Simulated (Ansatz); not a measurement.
## All-electron card of PbS

```yaml
crystal:
  lattice:
    - [0.00000, 3.32224, 3.32224]
    - [3.32224, 0.00000, 3.32224]
    - [3.32224, 3.32224, 0.00000]
  atoms:
    - { symbol: Pb, position: [0.00000, 0.00000, 0.00000] }
    - { symbol: S, position: [0.25000, 0.25000, 0.25000] }
```

Atoms are numbered in the order listed.

The cell was built from the zincblende type and relaxed in the same program, and has space group F-43m; it needn't be a known or the stable phase.

Spin–orbit coupling is left out, though it moves levels of the heavy atoms by tenths of an eV or more.

Methods: DFT, PBE, all-electron LAPW, scalar-relativistic (Ansatz 0.2.0); DFT, PBE, PAW with Ansatz's default frozen-core files, scalar-relativistic (Ansatz 0.2.0).

For LAPW: a Γ-centred 11×11×11 k mesh, Fermi–Dirac smearing of 0.03 eV, basis error target 1 meV/atom, no spin polarisation. PAW takes a cutoff of 420 eV at this cell. The Ansatz runs share mesh, smearing and spin set-up. Values come from LAPW unless marked.

- Band gap: 0.84 eV, indirect from W (-0.5, -0.25, 0.25) to X (-0.5, -0.5, 0)
- Smallest direct gap on the path: 1.29 eV
- Löwdin charges (with 0.05 e of the cell spilling out of the atomic basis, so their sizes and signs hang on that basis): Pb1 0.51, S2 -0.47 e
- Bader charges (from the PAW run): Pb1 +0.97, S2 -0.97 e
- Volume per atom: 36.67 Å³
- Pressure at this cell: 0.06 GPa
